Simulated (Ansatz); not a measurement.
**PbS: levels along high-symmetry lines**

```yaml
crystal:
  lattice:
    - [2.94050, -2.90000, 0.00000]
    - [2.94050, 2.90000, 0.00000]
    - [-1.08005, 0.00000, 11.70929]
  atoms:
    - { symbol: Pb, position: [0.77560, 0.77560, 0.63638] }
    - { symbol: Pb, position: [0.22440, 0.22440, 0.36362] }
    - { symbol: S, position: [0.26840, 0.26840, 0.59860] }
    - { symbol: S, position: [0.73160, 0.73160, 0.40140] }
```

Atom numbers follow the list: Pb1, Pb2, S3, S4.

The cell is COD entry 2106944, as deposited and not checked against the literature; nothing was relaxed.

Spin–orbit coupling is left out, though it moves levels of the heavy atoms by tenths of an eV or more.

All numbers below come from DFT, PBE, all-electron LAPW, scalar-relativistic (Ansatz 0.2.0).

Sampling and basis: a Γ-centred 7×7×3 k mesh, Fermi–Dirac smearing of 0.01 eV, basis error target 0.5 meV/atom, no spin polarisation.

Points in fractions of the reciprocal vectors of this cell: Γ (0, 0, 0), C (-0.495, 0.495, 0), C2 (-0.505, -0.495, 0), Y2 (-0.5, -0.5, 0), M2 (-0.5, -0.5, 0.5), D (-0.516, -0.484, 0.5), D2 (-0.484, 0.484, 0.5), A (0, 0, 0.5). The path joins them by straight lines in the order Γ–C–C2–Y2–Γ–M2–D–D2–A; legs that retrace an earlier one aren't tabulated. Energies are in eV from the top of the valence band.

(1) Is there a gap?

(2) List the levels between -5 and 5 eV at the symmetry points.

Results:

(1) 1.24 eV.

(2) 
Γ: -3.22, -2.55, -2.41, -1.44, -1.32, 0.00, 1.38, 3.00, 4.99
C: -4.26, -4.24, -2.92, -2.89, -1.54, -1.43, 3.70, 3.82, 4.61, 4.67, 4.69, 4.83
C2: -4.26, -4.24, -2.92, -2.89, -1.54, -1.43, 3.70, 3.82, 4.61, 4.67, 4.69, 4.83
Y2: -4.26, -4.24, -2.92, -2.89, -1.54, -1.43, 3.70, 3.82, 4.61, 4.67, 4.69, 4.83
M2: -4.26, -4.24, -2.92, -2.89, -1.54, -1.43, 3.70, 3.80, 4.63, 4.66, 4.73, 4.80
D: -4.24, -4.23, -2.90, -2.88, -1.53, -1.44, 3.70, 3.76, 4.63, 4.66, 4.74, 4.81
D2: -4.24, -4.23, -2.90, -2.88, -1.53, -1.44, 3.70, 3.76, 4.63, 4.66, 4.74, 4.81
A: -3.22, -2.55, -2.41, -1.44, -1.32, 0.00, 1.24, 3.78, 4.37, 4.99
